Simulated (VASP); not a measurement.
# Ba in VASP: reference runs

Reference runs on Ba: the cell as given.

All numbers are computed with VASP 6.6.1; they aren't measurements. Logs are shortened: lines on timing, memory, paths and dates and some standing lists are left out, and cuts for length are marked.

## Step 1: The cell of the first run

The cell holds a slab with vacuum, 3 atoms: a = 4.572 Å, b = 4.572 Å, c = 22.466 Å, α = 90.00°, β = 90.00°, γ = 120.00°.

The slab is cut from a database's or a generator's crystal, which needn't be the stable form of the element.

## Step 2: Single point, PBE (the (1 1 1) slab of Ba, cut from the database cell, not relaxed)

INCAR reads:

```
  PREC = Accurate
  ENCUT = 520
  EDIFF = 1E-7
  ISMEAR = -1
  SIGMA = 0.05
  LREAL = False
  LASPH = True
  NELM = 60
  ALGO = Normal
  ISIF = 2
  LWAVE = False
  LCHARG = True
  LDIPOL = True
  IDIPOL = 3
  DIPOL = 0.5 0.5 0.500
  GGA = PE
  LELF = True
  LVHAR = True
  LVACPOTAV = True
  NBANDS = 22
```

KPOINTS reads:

```
regular mesh
0
Gamma
  7 7 1
```

POSCAR reads:

```
Ba
1.0
    4.5716786896      0.0000000000      0.0000000000
   -2.2858393448      3.9591898831      0.0000000000
    0.0000000000      0.0000000000     22.4655200383
Ba
3
Direct
    0.6666666667      0.3333333333      0.3338449316
    0.3333333333      0.6666666667      0.5000000000
    0.0000000000      0.0000000000      0.6661550684
```

Potentials or basis: VASP PAW PBE potentials, release 64 (Ba_sv).

Started as:

```console
$ cat potpaw_PBE.64/Ba_sv/POTCAR > POTCAR
$ mpirun -np 1 vasp_std > vasp.out
```

OUTCAR:

```text
PREC = Accurate
   ENCUT = 520
   EDIFF = 1E-7
   ISMEAR = -1
   LREAL = False
   LASPH = True
   NELM = 60
   ISIF = 2
   GGA = PE

 ion  position               nearest neighbor table
   1  0.667  0.333  0.334-   2 4.57   2 4.57   2 4.57
   2  0.333  0.667  0.500-   1 4.57   3 4.57   1 4.57   3 4.57   3 4.57   1 4.57
   3  0.000  0.000  0.666-   2 4.57   2 4.57   2 4.57

  LATTYP: Found a hexagonal cell.
 ALAT       =     4.5716786896
 C/A-ratio  =     4.9140636435

  Lattice vectors:

 A1 = (   4.5716786896,   0.0000000000,   0.0000000000)
 A2 = (  -2.2858393448,   3.9591898831,   0.0000000000)
 A3 = (   0.0000000000,   0.0000000000,  22.4655200383)

Analysis of symmetry for initial positions (statically):
=====================================================================
 Subroutine PRICEL returns:
 Original cell was already a primitive cell.

 Routine SETGRP: Setting up the symmetry group for a
 hexagonal supercell.

 Subroutine GETGRP returns: Found 12 space group operations
 (whereof  6 operations were pure point group operations)
 out of a pool of 24 trial point group operations.

The static configuration has the point symmetry C_3v.
 The point group associated with its full space group is D_3d.

Analysis of symmetry for dynamics (positions and initial velocities):
=====================================================================
 Subroutine PRICEL returns:
 Original cell was already a primitive cell.

 Routine SETGRP: Setting up the symmetry group for a
 hexagonal supercell.

 Subroutine GETGRP returns: Found 12 space group operations
 (whereof  6 operations were pure point group operations)
 out of a pool of 24 trial point group operations.

The dynamic configuration has the point symmetry C_3v.
 The point group associated with its full space group is D_3d.

 Subroutine INISYM returns: Found 12 space group operations
 (whereof  6 operations are pure point group operations),
 and found     1 'primitive' translations

----------------------------------------------------------------------------------------

                                     Primitive cell

  volume of cell :     406.6291

  direct lattice vectors                    reciprocal lattice vectors
     4.571678690  0.000000000  0.000000000     0.218738032  0.126288462  0.000000000
    -2.285839345  3.959189883  0.000000000     0.000000000  0.252576923  0.000000000
[... 68 lines left out ...]
   ENCUT  =  520.0 eV  38.22 Ry    6.18 a.u.   8.50  8.50 41.77*2*pi/ulx,y,z
   NELM   =     60;   NELMIN=  2; NELMDL= -5     # of ELM steps
   EDIFF  = 0.1E-06   stopping-criterion for ELM
   LREAL  =      F    real-space projection
   EDIFFG = 0.1E-05   stopping-criterion for IOM
   NSW    =      0    number of steps for IOM
   IBRION =     -1    ionic relax: 0-MD 1-quasi-New 2-CG
   NFREE  =      0    steps in history (QN), initial steepest desc. (CG)
   ISIF   =      2    stress and relaxation
   ISYM   =      2    0-nonsym 1-usesym 2-fastsym
   POTIM  = 0.5000    time-step for ionic-motion
   TEBEG  =    0.0;   TEEND  =   0.0 temperature during run
   PSTRESS=    0.0 pullay stress
   NELECT =      30.0000    total number of electrons
   NUPDOWN=      -1.0000    fix difference up-down
   EMIN   =  10.00;   EMAX   =-10.00  energy-range for DOS
   EFERMI =   0.00;   METHOD = LEGACY
   ISMEAR =    -1;   SIGMA  =   0.05  broadening in eV -4-tet -1-fermi 0-gaus
   EFERMI_NEDOS =   21; number of points for ismear=-14 and -15
   IALGO  =     38    algorithm
   IMIX   =      4    mixing-type and parameters
     AMIX     =   0.40;   BMIX     =  1.00
     AMIX_MAG =   1.60;   BMIX_MAG =  1.00
  volume/ion in A,a.u.               =     135.54       914.69
  Fermi-wavevector in a.u.,A,eV,Ry     =   0.686619  1.297522  6.414405  0.471445
  Thomas-Fermi vector in A             =   1.766899
   LORBIT       =      0    0 simple, 1 ext, 2 COOP (PROOUT), +10 PAW based schemes
   GGA     = PE    functional components
[... 5 lines left out ...]
 non-spin polarized calculation
  energy-cutoff  :      520.00
  volume of cell :      406.63
 maximum number of plane-waves:     11021
 NGX is ok and might be reduce to    36
   NGX = 17   NGY = 17   NGZ = 83

 dipolmoment           0.000000      0.000000      0.000000 electrons x Angstroem

 number of electron      29.9999997 magnetization

 dipolmoment           0.000000      0.000000     -0.000000 electrons x Angstroem

 Free energy of the ion-electron system (eV)
  ---------------------------------------------------
  ext. energy  EPLUGINS =         0.00000000
  ---------------------------------------------------
  free energy    TOTEN  =        -5.02676876 eV

  energy without entropy =       -4.99100843  energy(sigma->0) =       -5.00888859

 E-fermi :  -0.3319     XC(G=0):  -4.2465

 val. band max:       -0.3706746893   @ k =   0.4286  -0.0000   0.0000
 cond. band min:      -0.2727520778   @ k =   0.4286   0.1429   0.0000
 fundamental gap:      0.0979226115
 Fermi energy:        -0.3318905336

 k-point     1 :       0.0000    0.0000    0.0000
  band No.  band energies     occupation
      1     -29.7040      2.00000
      2     -29.7037      2.00000
      3     -29.3376      2.00000
      4     -14.9832      2.00000
      5     -14.9512      2.00000
      6     -14.6836      2.00000
[... 189 lines left out ...]
     21       0.5814      0.00000
     22       0.7375      0.00000

------------------------ aborting loop because EDIFF is reached ----------------------------------------

  FORCE on cell =-STRESS in cart. coord.  units (eV):
  Direction    XX          YY          ZZ          XY          YZ          ZX
  --------------------------------------------------------------------------------------
  -------------------------------------------------------------------------------------
  Total       -0.5391369     -0.5391369     -0.6679186      0.0000000      0.0000000      0.0000000
  in kB       -2.1242770     -2.1242770     -2.6316952      0.0000000      0.0000000      0.0000000
  external PRESSURE =      -2.2934164 kB  Pullay stress =       0.0000000 kB

 VOLUME and BASIS-vectors are now :
 -----------------------------------------------------------------------------
  energy-cutoff  :      520.00
  volume of cell :      406.63
      direct lattice vectors                 reciprocal lattice vectors
     4.571678690  0.000000000  0.000000000     0.218738032  0.126288462  0.000000000
    -2.285839345  3.959189883  0.000000000     0.000000000  0.252576923  0.000000000
     0.000000000  0.000000000 22.465520038     0.000000000  0.000000000  0.044512658

 POSITION                                       TOTAL-FORCE (eV/Angst)
 -----------------------------------------------------------------------------------
      2.28584      1.31973      7.50000         0.000000     -0.000000      0.089069
     -0.00000      2.63946     11.23276        -0.000000     -0.000000      0.000000
      0.00000      0.00000     14.96552        -0.000000      0.000000     -0.089069
 -----------------------------------------------------------------------------------
    total drift:                               -0.000000      0.000000      0.000000

  FREE ENERGIE OF THE ION-ELECTRON SYSTEM (eV)
  ---------------------------------------------------
  free  energy   TOTEN  =        -5.0267687595 eV

  energy  without entropy=       -4.9910084303  energy(sigma->0) =       -5.00888859

 vacuum level on the upper side and lower side of the slab         2.047         2.047
```

OSZICAR:

```text
N       E                     dE             d eps       ncg     rms          rms(c)
DAV:   1     0.297869866305E+03    0.29787E+03   -0.10450E+04   352   0.992E+02
DAV:   2     0.320008160136E+02   -0.26587E+03   -0.26086E+03   498   0.217E+02
DAV:   3    -0.384595865977E+01   -0.35847E+02   -0.35588E+02   516   0.896E+01
[... 14 lines left out ...]
DAV:  18    -0.502676498467E+01   -0.12625E-04   -0.16093E-06   418   0.426E-03    0.780E-04
DAV:  19    -0.502676819380E+01   -0.32091E-05   -0.49866E-07   350   0.232E-03    0.265E-04
DAV:  20    -0.502676862677E+01   -0.43297E-06   -0.96555E-08   388   0.833E-04    0.104E-04
DAV:  21    -0.502676876184E+01   -0.13507E-06   -0.21584E-08   300   0.370E-04    0.392E-05
DAV:  22    -0.502676875955E+01    0.22942E-08   -0.15963E-09   288   0.161E-04
   1 F= -.50267688E+01 E0= -.50088886E+01  d E =-.357603E-01
```

stdout:

```text
POSCAR found type information on POSCAR Ba
 POSCAR found :  1 types and       3 ions
 scaLAPACK will be used
 LDA part: xc-table for (Slater+PW92), standard interpolation
 POSCAR, INCAR and KPOINTS ok, starting setup
 FFT: planning ... GRIDC
 FFT: planning ... GRID_SOFT
 FFT: planning ... GRID
 WAVECAR not read
 entering main loop
 -----------------------------------------------------------------------------
|                                                                             |
|           W    W    AA    RRRRR   N    N  II  N    N   GGGG   !!!           |
|           W    W   A  A   R    R  NN   N  II  NN   N  G    G  !!!           |
|           W    W  A    A  R    R  N N  N  II  N N  N  G       !!!           |
|           W WW W  AAAAAA  RRRRR   N  N N  II  N  N N  G  GGG   !            |
|           WW  WW  A    A  R   R   N   NN  II  N   NN  G    G                |
|           W    W  A    A  R    R  N    N  II  N    N   GGGG   !!!           |
|                                                                             |
|     Did not find any points to average over, which means that no vacuum     |
|     field-free region was found. Please increase the size of  your cell     |
|     in the dimension of the dipole correction to obtain accurate            |
|     workfunction values.                                                    |
|                                                                             |
 -----------------------------------------------------------------------------
```

It took 1.9 min on 1 thread of Intel Xeon Platinum 8488C (Sapphire Rapids), shared host; peak memory 0.48 GiB.

What came out:

```yaml
Free_energy: -5.0268 eV
Largest_force: 0.089 eV/Å
Band_gap_on_the_k_mesh: none (metal or under the smearing width)
Work_function_of_the_upper_face: 2.38 eV
Work_function_of_the_lower_face: 2.38 eV
```

Forces on the atoms (eV/Å):
```
Ba   0.000  0.000  0.089
Ba   0.000  0.000  0.000
Ba   0.000  0.000 -0.089
```

Spin-orbit coupling is left out, which matters for the levels of Ba.
